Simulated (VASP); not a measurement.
Set up this calculation in VASP 6.6.1, as the native input.

```yaml
Task: relaxation of cell and atoms
Functional: HF
Potentials_or_basis: VASP PAW PBE potentials, release 64 (Hg, Te)
Cutoff: 600 eV
k_mesh: 4 × 4 × 4
Occupations: fermi-dirac, width 0.05 eV
Spin: no spin polarisation
Grid_for_exact_exchange_PRECFOCK: Normal
Exchange_at_q_=_0: truncated
Further_INCAR_settings: ALGO = Normal; EDIFF = 1e-07; IBRION = 2; EDIFFG = -0.01; NSW = 40; ISIF = 3
```

HgTe (Coloradoite):

```
CELL_PARAMETERS angstrom
0.00000 3.21450 3.21450
3.21450 0.00000 3.21450
3.21450 3.21450 0.00000
ATOMIC_POSITIONS crystal
Hg 0.00000 0.00000 0.00000
Te 0.75000 0.75000 0.75000
```

These files were run (other wordings do the same):

POSCAR

```
HgTe
1.0
    0.0000000000      3.2145000000      3.2145000000
    3.2145000000      0.0000000000      3.2145000000
    3.2145000000      3.2145000000      0.0000000000
Hg Te
1 1
Direct
    0.0000000000      0.0000000000      0.0000000000
    0.7500000000      0.7500000000      0.7500000000
```

INCAR.step1

```
PREC     = Accurate       # precision mode
ENCUT    = 600            # plane-wave cutoff, eV
EDIFF    = 1E-5           # SCF threshold, eV
ISMEAR   = -1             # smearing method
SIGMA    = 0.05           # smearing width, eV
LREAL    = F              # projectors in reciprocal space
LASPH    = T              # aspherical terms in the spheres
NELM     = 80             # most SCF steps
ALGO     = Normal         # electronic algorithm
LWAVE    = T              # write WAVECAR
LCHARG   = F              # write CHGCAR
GGA      = PE             # functional
```

INCAR.step2

```
PREC     = Accurate       # precision mode
ENCUT    = 600            # plane-wave cutoff, eV
EDIFF    = 1E-7           # SCF threshold, eV
ISMEAR   = -1             # smearing method
SIGMA    = 0.05           # smearing width, eV
LREAL    = F              # projectors in reciprocal space
LASPH    = T              # aspherical terms in the spheres
NELM     = 80             # most SCF steps
ALGO     = Normal         # electronic algorithm
ISIF     = 3              # what is computed and relaxed
LWAVE    = F              # write WAVECAR
LCHARG   = F              # write CHGCAR
GGA      = PE             # functional
LHFCALC  = T              # exact exchange
AEXX     = 1.0            # exact-exchange fraction
ALDAC    = 0.0          
AGGAC    = 0.0          
PRECFOCK = Normal       
HFRCUT   = -1           
IBRION   = 2              # ionic algorithm
NSW      = 40             # ionic steps
EDIFFG   = -0.01          # ionic threshold
ISTART   = 1
```

KPOINTS

```
regular mesh
0
Gamma
  4 4 4
```

Potentials or basis: VASP PAW PBE potentials, release 64 (Hg, Te).

Run with:

```console
$ cat potpaw_PBE.64/Hg/POTCAR potpaw_PBE.64/Te/POTCAR > POTCAR
$ cp INCAR.step1 INCAR
$ mpirun -np 1 vasp_std > vasp.out
$ cp INCAR.step2 INCAR
$ mpirun -np 1 vasp_std > vasp.out
```

It gave:

```yaml
Relaxed_volume: 36.72 Å³/atom
Relaxed_cell: a = 4.701 Å, b = 4.701 Å, c = 4.701 Å, α = 60.00°, β = 60.00°, γ = 60.00°
Space_group_after_relaxing_to_0.05_Å: F-43m (No. 216)
Energy_gained_by_relaxing: 53.5 meV/atom
Ionic_steps: 3
Pressure_after_relaxing: 0.0 GPa
Band_gap_on_the_k_mesh: 4.68 eV, direct
```

Caveat: the k mesh is coarse (spacing up to 0.42 Å⁻¹), so the values aren't converged, least of all with exact exchange; the PAW data sets were made with another functional, which shifts forces and pressure a little; spin-orbit coupling is left out, which moves the levels of the heavy elements; the volume moved by +11 % from the deposited cell, more than functionals usually miss.

Run time: 26 min on 1 thread of Intel(R) Xeon(R) 6975P-C (Granite Rapids), on a shared host, peak memory 0.23 GiB.
